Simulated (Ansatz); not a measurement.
# Stress against strain in MnO

```yaml
crystal:
  lattice:
    - [0.00000, 2.22200, 2.22200]
    - [2.22200, 0.00000, 2.22200]
    - [2.22200, 2.22200, 0.00000]
  atoms:
    - { symbol: Mn, position: [0.00000, 0.00000, 0.00000] }
    - { symbol: O, position: [0.50000, 0.50000, 0.50000] }
```

Atom numbers follow the list: Mn1, O2.

The conventional cell has a = 4.444 Å, b = 4.444 Å, c = 4.444 Å, α = 90.00°, β = 90.00°, γ = 90.00°. Mn (atom 1) is surrounded by 6 O at 2.22 Å. Around O (atom 2) lie 6 Mn at 2.22 Å.

The cell is COD entry 1514105, as deposited and not checked against the literature; nothing was relaxed.

Semilocal functionals without U often leave such compounds metallic or with too small a gap, and the real magnetic order may differ.

The magnetic state is the one reached from the start moments; no search over orders was made, so it needn't be the ground state.

Theory: DFT, PBE, all-electron LAPW, scalar-relativistic in Ansatz 0.2.0.

Settings: a Γ-centred 16×16×16 k mesh, Fermi–Dirac smearing of 0.05 eV, basis error target 0.25 meV/atom, spin-polarised from start moments Mn1 4 μB.

The strain is applied along the Cartesian axes of the cell as listed (the other components stay zero). Fractional coordinates are held (clamped ions).

σ is the change of stress from the unstrained cell, which is at -0.13 GPa; tension is positive, so slopes are stress–strain coefficients at that pressure. In a metal the k mesh adds noise.

Only quantities that a quadratic follows smoothly over the whole series are listed; rougher ones are left out.

```
εxx = εyy  σzz (GPa)  σxx (GPa)
  -0.0200      -4.44      -4.63
  -0.0100      -2.23      -2.16
   0.0000       0.00       0.00
   0.0100       2.27       1.99
   0.0300       6.28       5.80
```

Task: Fit the series and read off the stiffness at zero strain.

Result: Least-squares fits y = p0 + p1 x + p2 x² to the rows give σzz (GPa): p1 = 219, p2 = -340; σxx (GPa): p1 = 214, p2 = -700. So 2 C12 = 219 GPa and C11 + C12 = 214 GPa.

Task: One run, at εxx = εyy = 0.0200, is withheld. Predict its row.

Result: The fits give 4.28, 3.99; the run gave 4.43, 3.94.
